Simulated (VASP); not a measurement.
# PtS2 (P-3m1) in VASP: further runs, part 2 of 3

VASP 6.6.1. Earlier steps stand in the parts before.

### Step 3. G0W0 quasiparticle levels, PBE

The input, POSCAR:

```
PtS2
1.0
    3.5432000000      0.0000000000      0.0000000000
   -1.7716000000      3.0685012107      0.0000000000
    0.0000000000      0.0000000000      5.0388000000
Pt S
1 2
Direct
    0.0000000000      0.0000000000      0.0000000000
    0.6666666667      0.3333333333      0.7730000000
    0.3333333333      0.6666666667      0.2270000000
```

The input, INCAR.step1:

```
SYSTEM = PtS2
PREC = Accurate
ENCUT = 450
EDIFF = 1E-8
ISMEAR = 0
SIGMA = 0.01
LREAL = .False.
LASPH = .True.
NELM = 80
ALGO = Fast
LWAVE = .True.
LCHARG = .False.
GGA = PE
```

The input, INCAR.step2:

```
SYSTEM = PtS2
PREC = Accurate
ENCUT = 450
EDIFF = 1E-8
ISMEAR = 0
SIGMA = 0.01
LREAL = .False.
LASPH = .True.
NELM = 1
ALGO = Exact
LWAVE = .True.
LCHARG = .False.
GGA = PE
NBANDS = 27
LOPTICS = .True.
ISTART = 1
```

The input, INCAR.step3:

```
SYSTEM = PtS2
PREC = Accurate
ENCUT = 450
EDIFF = 1E-8
ISMEAR = 0
SIGMA = 0.01
LREAL = .False.
LASPH = .True.
ALGO = EVGW0
LWAVE = .False.
LCHARG = .False.
GGA = PE
NELMGW = 1
NBANDS = 27
ENCUTGW = 75
NOMEGA = 48
PRECFOCK = Fast
ISTART = 1
NBANDSGW = 19
```

The input, KPOINTS:

```
regular mesh
0
Gamma
  3 3 2
  0 0 0
```

Potentials or basis: VASP PAW PBE potentials, release 64 (Pt_GW, S_GW).

On the command line:

```bash
$ cat potpaw_PBE.64/Pt_GW/POTCAR potpaw_PBE.64/S_GW/POTCAR > POTCAR
$ cp INCAR.step1 INCAR
$ mpirun -np 1 vasp_std > vasp.out
$ cp INCAR.step2 INCAR
$ mpirun -np 1 vasp_std > vasp.out
$ cp INCAR.step3 INCAR
$ mpirun -np 1 vasp_std > vasp.out
```

OUTCAR:

```text
SYSTEM = PtS2
   PREC = Accurate
   ENCUT = 450
   EDIFF = 1E-8
   ISMEAR = 0
   LREAL = .False.
   LASPH = .True.
   GGA = PE
   NELMGW = 1
   ENCUTGW = 75
   PRECFOCK = Fast
   ISTART = 1

 Found      6 irreducible k-points:

 Following reciprocal coordinates:
            Coordinates               Weight
  0.000000  0.000000  0.000000      1.000000
  0.333333 -0.000000  0.000000      6.000000
  0.333333  0.333333  0.000000      2.000000
  0.000000  0.000000  0.500000      1.000000
  0.333333 -0.000000  0.500000      6.000000
  0.333333  0.333333  0.500000      2.000000
   k-points           NKPTS =      6   k-points in BZ     NKDIM =     18   number of bands    NBANDS=     27
   number of dos      NEDOS =    301   number of ions     NIONS =      3
   total plane-waves  NPLWV =  28224
   dimension x,y,z NGX =    28 NGY =   28 NGZ =   36
   dimension x,y,z NGXF=    56 NGYF=   56 NGZF=   72
   ions per type =               1   2
   NGX,Y,Z   is equivalent  to a cutoff of  13.14, 13.14, 11.88 a.u.
   NGXF,Y,Z  is equivalent  to a cutoff of  26.28, 26.28, 23.76 a.u.
 SYSTEM =  PtS2
   PREC   = accura    normal or accurate (medium, high low for compatibility)
   ISTART =      1    job   : 0-new  1-cont  2-samecut
   ICHARG =      0    charge: 1-file 2-atom 10-const
   ISPIN  =      1    spin polarized calculation?
   LNONCOLLINEAR =      F non collinear calculations
   LSORBIT =      F    spin-orbit coupling
   LASPH  =      T    aspherical Exc in radial PAW
   ENCUT  =  450.0 eV  33.07 Ry    5.75 a.u.   6.13  6.13  8.72*2*pi/ulx,y,z
   NELM   =     60;   NELMIN=  2; NELMDL=  0     # of ELM steps
   EDIFF  = 0.1E-07   stopping-criterion for ELM
   LREAL  =      F    real-space projection
   EDIFFG = 0.1E-06   stopping-criterion for IOM
   NSW    =      0    number of steps for IOM
   IBRION =     -1    ionic relax: 0-MD 1-quasi-New 2-CG
   NFREE  =      0    steps in history (QN), initial steepest desc. (CG)
   ISIF   =      0    stress and relaxation
   ISYM   =      3    0-nonsym 1-usesym 2-fastsym
   POTIM  = 0.5000    time-step for ionic-motion
   TEBEG  =    0.0;   TEEND  =   0.0 temperature during run
   PSTRESS=    0.0 pullay stress
   NELECT =      22.0000    total number of electrons
   NUPDOWN=      -1.0000    fix difference up-down
   EMIN   =  10.00;   EMAX   =-10.00  energy-range for DOS
   EFERMI =   0.00;   METHOD = LEGACY
   ISMEAR =     0;   SIGMA  =   0.01  broadening in eV -4-tet -1-fermi 0-gaus
   EFERMI_NEDOS =   21; number of points for ismear=-14 and -15
   IALGO  =     38    algorithm
   IMIX   =      4    mixing-type and parameters
     AMIX     =   0.40;   BMIX     =  1.00
     AMIX_MAG =   1.60;   BMIX_MAG =  1.00
  volume/ion in A,a.u.               =      18.26       123.23
  Fermi-wavevector in a.u.,A,eV,Ry     =   1.207812  2.282434 19.848315  1.458810
  Thomas-Fermi vector in A             =   2.343439
   LORBIT       =      0    0 simple, 1 ext, 2 COOP (PROOUT), +10 PAW based schemes
   GGA     = PE    functional components
   LHFCALC =     T    Hartree Fock is set to
   PRECFOCK=fast      Normal, Fast or Accurate (Low or Medium for compatibility)
   ENCUT4O =  -1.0   cutoff for four orbital integrals eV
   NKREDX  =     1    reduce k-point grid by
   NKREDY  =     1    reduce k-point grid by
   NKREDZ  =     1    reduce k-point grid by
   AEXX    =    1.0000 exact exchange contribution
   HFSCREEN=    0.0000 screening length (either q_TF or 0.3 A-1)
   HFSCREENC=   0.0000 screening length for correlation (either q_TF or 0.3 A-1)
   ENCUTFOCK=  -1.0 apply spherical cutoff to Coloumb kernel
   IVDW    =     0    specifies the selected vdW correction
   LEPSILON=     F    determine dielectric tensor
   LRPA    =     F    only Hartree local field effects (RPA)
   LRPAFORCE           =     F    calculate RPA forces
   ENCUTGW             =  75.0    cutoff for response function in eV
   ENCUTGWSOFT         =  60.0    soft cutoff for Coulomb kernel in GW response function in eV
   ENCUTLF             =  -1.0    cutoff for local field effects
   NELMGW              =     1    number of iterations in solving QP/BSE equation
   NELMHF              =     1    number of iterations in the inner HF iteration
   NKREDLFX            =     1    NKREDLFY  =   1   NKREDLFZ  =   1
 non-spin polarized calculation
 Gauss-broadening in eV      SIGMA  =   0.01
  energy-cutoff  :      450.00
  volume of cell :       54.78
 maximum number of plane-waves:      1206
 NGX is ok and might be reduce to    28
  NGX = 14; NGY = 14; NGZ = 20
   NGX = 13   NGY = 13   NGZ = 17
 maximum number of plane-waves:        97
 NGX is ok and might be reduce to    10

 QP shifts <psi_nk| G(iteration)W_0 |psi_nk>: iteration 1
 for sc-GW calculations column KS-energies equals QP-energies in previous step
 and V_xc(KS)=  KS-energies - (<T + V_ion + V_H > + <T+V_H+V_ion>^1  + <V_x>^1)

 k-point   1 :       0.0000    0.0000    0.0000
  band No.  KS-energies  QP-energies   sigma(KS)   V_xc(KS)     V^pw_x(r,r')   Z            occupation Imag(sigma)

      1      -8.8583      -8.4101     -12.4679     -13.1654     -21.5015       0.6425       2.0000       1.7551
      2      -5.6147      -5.3599     -13.6394     -14.0192     -21.2110       0.6708       2.0000       1.0959
      3      -0.3195      -0.0009     -12.6992     -13.1473     -18.0531       0.7111       2.0000       0.4884
      4      -0.3195      -0.0009     -12.6992     -13.1473     -18.0531       0.7111       2.0000       0.4884
      5      -0.2002      -0.0779     -11.8177     -11.9899     -17.6610       0.7102       2.0000       0.7846
      6       2.7435       3.0371     -12.5103     -12.9226     -18.0346       0.7122       2.0000       0.2706
[... 11 lines left out ...]
     18      18.6471      20.5074      -9.3457     -11.6952      -5.1190       0.7918       0.0000      -0.5131
     19      19.2652      21.1151      -9.9611     -12.3672      -5.7558       0.7689       0.0000      -0.5156
[... 96 lines left out ...]
      1      -6.5646      -6.2684     -13.4519     -13.9109     -21.4622       0.6452       2.0000       1.1438
      2      -6.5646      -6.2684     -13.4519     -13.9109     -21.4622       0.6452       2.0000       1.1438
      3       0.1606       0.2745     -12.0968     -12.2537     -17.2949       0.7260       2.0000       0.5196
      4       0.1606       0.2745     -12.0968     -12.2537     -17.2949       0.7260       2.0000       0.5196
      5       0.2053       0.4837     -12.4092     -12.7885     -17.2707       0.7337       2.0000       0.5473
      6       2.3310       2.7100     -12.7458     -13.2654     -17.4451       0.7293       2.0000       0.3630
[... 11 lines left out ...]
     18      17.2992      18.9100      -9.0778     -11.1542      -5.1630       0.7757       0.0000      -0.3338
     19      17.2992      18.9100      -9.0778     -11.1542      -5.1630       0.7757       0.0000      -0.3338
```

OUTCAR.step1:

```text
SYSTEM = PtS2
   PREC = Accurate
   ENCUT = 450
   EDIFF = 1E-8
   ISMEAR = 0
   LREAL = .False.
   LASPH = .True.
   NELM = 80
[... 217 lines left out ...]
      0.00000      0.00000      0.00000        -0.000000      0.000000      0.000000
      1.77160      1.02283      3.89499         0.000000     -0.000000     -1.151646
     -0.00000      2.04567      1.14381        -0.000000      0.000000      1.151646
 -----------------------------------------------------------------------------------
    total drift:                                0.000000     -0.000000      0.000000

  FREE ENERGIE OF THE ION-ELECTRON SYSTEM (eV)
  ---------------------------------------------------
  free  energy   TOTEN  =       -15.3524392747 eV

  energy  without entropy=      -15.3524392747  energy(sigma->0) =      -15.35243927
```

OUTCAR.step2:

```text
SYSTEM = PtS2
   PREC = Accurate
   ENCUT = 450
   EDIFF = 1E-8
[... 602 lines left out ...]
  --------------------------------------------------------------------------------------------------------------
     0.00000    13.91831    13.91831     8.64187    -0.00000     0.00000    -0.00000
     0.43003    14.12960    14.12960     8.73357    -0.00000     0.00000    -0.00000
     0.86007    14.83472    14.83472     9.03753    -0.00000     0.00000    -0.00000
     1.29010    16.29345    16.29345     9.65728    -0.00000     0.00000    -0.00000
     1.72013    19.35204    19.35204    10.92300    -0.00000     0.00000    -0.00000
     2.15017    28.17803    28.17803    14.36260    -0.00000     0.00000    -0.00000
[... 92 lines left out ...]
    42.14331     0.73872     0.73872     0.73446     0.00000    -0.00000     0.00000
    42.57334     0.74448     0.74448     0.74043     0.00000    -0.00000     0.00000
```

Run time: 39 s. Hardware: 1 thread of Intel Xeon Platinum 8488C (Sapphire Rapids), shared host; peak memory 0.36 GiB.

These settings aren't checked as converged: the numbers below hold their error.

What came out:

| Property | Result |
| --- | --- |
| Band gap on the k mesh, mean-field level | 1.18 eV, indirect (least direct gap 2.40 eV) |
| Quasiparticle gap | 1.73 eV |
| Least direct quasiparticle gap | 3.11 eV |

Caveat: the k mesh is coarse (spacing up to 0.68 Å⁻¹), so the values aren't converged; bands, screening cutoff and mesh are small and nothing is extrapolated, so the quasiparticle values aren't converged; spin-orbit coupling is left out, which moves the levels of the heavy elements; an odd mesh through Γ misses points on the zone boundary, where band edges often lie.

### Step 4. G0W0 quasiparticle levels, PBE

POSCAR is that of step 3.

INCAR.step1 is that of step 3.

Edit INCAR.step2 of step 3 so:

```diff
@@ -13,3 +13,3 @@
 GGA = PE
-NBANDS = 27
+NBANDS = 43
 LOPTICS = .True.
```

Edit INCAR.step3 of step 3 so:

```diff
@@ -13,4 +13,4 @@
 NELMGW = 1
-NBANDS = 27
-ENCUTGW = 75
+NBANDS = 43
+ENCUTGW = 100
 NOMEGA = 48
```

KPOINTS is that of step 3.

Potentials or basis: VASP PAW PBE potentials, release 64 (Pt_GW, S_GW).

On the command line:

```bash
$ cat potpaw_PBE.64/Pt_GW/POTCAR potpaw_PBE.64/S_GW/POTCAR > POTCAR
$ cp INCAR.step1 INCAR
$ mpirun -np 1 vasp_std > vasp.out
$ cp INCAR.step2 INCAR
$ mpirun -np 1 vasp_std > vasp.out
$ cp INCAR.step3 INCAR
$ mpirun -np 1 vasp_std > vasp.out
```

OUTCAR:

```text
SYSTEM = PtS2
   PREC = Accurate
   ENCUT = 450
   EDIFF = 1E-8
   ISMEAR = 0
   LREAL = .False.
   LASPH = .True.
   GGA = PE
   NELMGW = 1
   ENCUTGW = 100
   PRECFOCK = Fast
   ISTART = 1

 Found      6 irreducible k-points:

 Following reciprocal coordinates:
            Coordinates               Weight
  0.000000  0.000000  0.000000      1.000000
  0.333333 -0.000000  0.000000      6.000000
  0.333333  0.333333  0.000000      2.000000
  0.000000  0.000000  0.500000      1.000000
  0.333333 -0.000000  0.500000      6.000000
  0.333333  0.333333  0.500000      2.000000
   k-points           NKPTS =      6   k-points in BZ     NKDIM =     18   number of bands    NBANDS=     43
   number of dos      NEDOS =    301   number of ions     NIONS =      3
   total plane-waves  NPLWV =  28224
   dimension x,y,z NGX =    28 NGY =   28 NGZ =   36
   dimension x,y,z NGXF=    56 NGYF=   56 NGZF=   72
   ions per type =               1   2
   NGX,Y,Z   is equivalent  to a cutoff of  13.14, 13.14, 11.88 a.u.
   NGXF,Y,Z  is equivalent  to a cutoff of  26.28, 26.28, 23.76 a.u.
 SYSTEM =  PtS2
   PREC   = accura    normal or accurate (medium, high low for compatibility)
   ISTART =      1    job   : 0-new  1-cont  2-samecut
   ICHARG =      0    charge: 1-file 2-atom 10-const
   ISPIN  =      1    spin polarized calculation?
   LNONCOLLINEAR =      F non collinear calculations
[... 29 lines left out ...]
   GGA     = PE    functional components
   LHFCALC =     T    Hartree Fock is set to
   PRECFOCK=fast      Normal, Fast or Accurate (Low or Medium for compatibility)
   ENCUT4O =  -1.0   cutoff for four orbital integrals eV
   NKREDX  =     1    reduce k-point grid by
   NKREDY  =     1    reduce k-point grid by
   NKREDZ  =     1    reduce k-point grid by
   AEXX    =    1.0000 exact exchange contribution
   HFSCREEN=    0.0000 screening length (either q_TF or 0.3 A-1)
   HFSCREENC=   0.0000 screening length for correlation (either q_TF or 0.3 A-1)
   ENCUTFOCK=  -1.0 apply spherical cutoff to Coloumb kernel
   IVDW    =     0    specifies the selected vdW correction
   LEPSILON=     F    determine dielectric tensor
   LRPA    =     F    only Hartree local field effects (RPA)
   LRPAFORCE           =     F    calculate RPA forces
   ENCUTGW             = 100.0    cutoff for response function in eV
   ENCUTGWSOFT         =  80.0    soft cutoff for Coulomb kernel in GW response function in eV
   ENCUTLF             =  -1.0    cutoff for local field effects
   NELMGW              =     1    number of iterations in solving QP/BSE equation
   NELMHF              =     1    number of iterations in the inner HF iteration
   NKREDLFX            =     1    NKREDLFY  =   1   NKREDLFZ  =   1
 non-spin polarized calculation
 Gauss-broadening in eV      SIGMA  =   0.01
  energy-cutoff  :      450.00
  volume of cell :       54.78
 maximum number of plane-waves:      1206
 NGX is ok and might be reduce to    28
  NGX = 14; NGY = 14; NGZ = 20
   NGX = 13   NGY = 13   NGZ = 17
 maximum number of plane-waves:       123
 NGX is ok and might be reduce to    14

 QP shifts <psi_nk| G(iteration)W_0 |psi_nk>: iteration 1
 for sc-GW calculations column KS-energies equals QP-energies in previous step
 and V_xc(KS)=  KS-energies - (<T + V_ion + V_H > + <T+V_H+V_ion>^1  + <V_x>^1)

 k-point   1 :       0.0000    0.0000    0.0000
  band No.  KS-energies  QP-energies   sigma(KS)   V_xc(KS)     V^pw_x(r,r')   Z            occupation Imag(sigma)

      1      -8.8583      -8.6310     -12.8223     -13.1654     -21.5015       0.6624       2.0000       1.6756
      2      -5.6147      -5.5528     -13.9287     -14.0192     -21.2110       0.6828       2.0000       1.0827
      3      -0.3195      -0.2485     -13.0479     -13.1473     -18.0531       0.7146       2.0000       0.6141
      4      -0.3195      -0.2485     -13.0479     -13.1473     -18.0531       0.7146       2.0000       0.6141
      5      -0.2002      -0.3308     -12.1711     -11.9899     -17.6610       0.7208       2.0000       0.8407
      6       2.7435       2.7928     -12.8544     -12.9226     -18.0346       0.7220       2.0000       0.3694
[... 113 lines left out ...]
      5       0.2053       0.2138     -12.7770     -12.7885     -17.2707       0.7417       2.0000       0.5950
      6       2.3310       2.4607     -13.0902     -13.2654     -17.4451       0.7399       2.0000       0.4425
[... 11 lines left out ...]
     18      17.2992      18.3003      -9.8511     -11.1542      -5.1630       0.7682       0.0000      -0.3590
     19      17.2992      18.3003      -9.8511     -11.1542      -5.1630       0.7682       0.0000      -0.3590
```

Wall time 44 s (1 thread of Intel Xeon Platinum 8488C (Sapphire Rapids), shared host); peak memory 0.36 GiB.

These settings aren't checked as converged: the numbers below hold their error.

What came out:

| Property | Result |
| --- | --- |
| Band gap on the k mesh, mean-field level | 1.18 eV, indirect (least direct gap 2.40 eV) |
| Quasiparticle gap | 1.83 eV |
| Least direct quasiparticle gap | 3.16 eV |

Caveat: the k mesh is coarse (spacing up to 0.68 Å⁻¹), so the values aren't converged; bands, screening cutoff and mesh are small and nothing is extrapolated, so the quasiparticle values aren't converged; spin-orbit coupling is left out, which moves the levels of the heavy elements; an odd mesh through Γ misses points on the zone boundary, where band edges often lie.

[end of part 2 of 3]
